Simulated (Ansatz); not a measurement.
**Be: before and after**

Computed with DFT PBE, scalar-relativistic, plane waves, PAW in Ansatz. All cells share a 420 eV cutoff and Γ-centred k meshes spaced at most 0.3 Å⁻¹ (0.19 for metals, 2π included).

The start was the O type (P6_3/mmc, No. 194), relaxed within its symmetry. A cell of 8 atoms (2 times the primitive one) was then disturbed at random, relaxed without symmetry and relaxed once more on a fine mesh. The k mesh leaves about 4 meV/atom of noise in metals.

Before:

```cif
data_structure
_symmetry_space_group_name_H-M 'P6_3/mmc'
_symmetry_Int_Tables_number 194
_cell_length_a 2.1951
_cell_length_b 2.1951
_cell_length_c 8.4742
_cell_angle_alpha 90.000
_cell_angle_beta 90.000
_cell_angle_gamma 120.000
_cell_volume 35.36
loop_
_atom_site_label
_atom_site_type_symbol
_atom_site_symmetry_multiplicity
_atom_site_Wyckoff_symbol
_atom_site_fract_x
_atom_site_fract_y
_atom_site_fract_z
_atom_site_occupancy
Be1 Be 4 f 0.33333 0.66667 0.10738 1
```

After:

```
Be
1.0
     2.25461    0.00000    0.00000
    -1.12731    1.95255    0.00000
     0.00000    0.00000    7.17931
Be
4
Direct
  0.66667 0.33333 0.75000
  0.33333 0.66667 0.25000
  0.00000 0.00000 0.00000
  0.00000 0.00000 0.50000
```

Task: Is this a distortion of the same structure or a reconstruction, and what lowers the energy?

Result: A reconstruction, from P6_3/mmc (No. 194) to P6_3/mmc (No. 194). Each Be has on average 12 Be contacts in place of 10, longer on average (2.22 → 2.24 Å). The result is the dhcp structure.

Task: What does it gain?

Result: 275 meV/atom, with the volume going from 8.84 to 7.90 Å³/atom.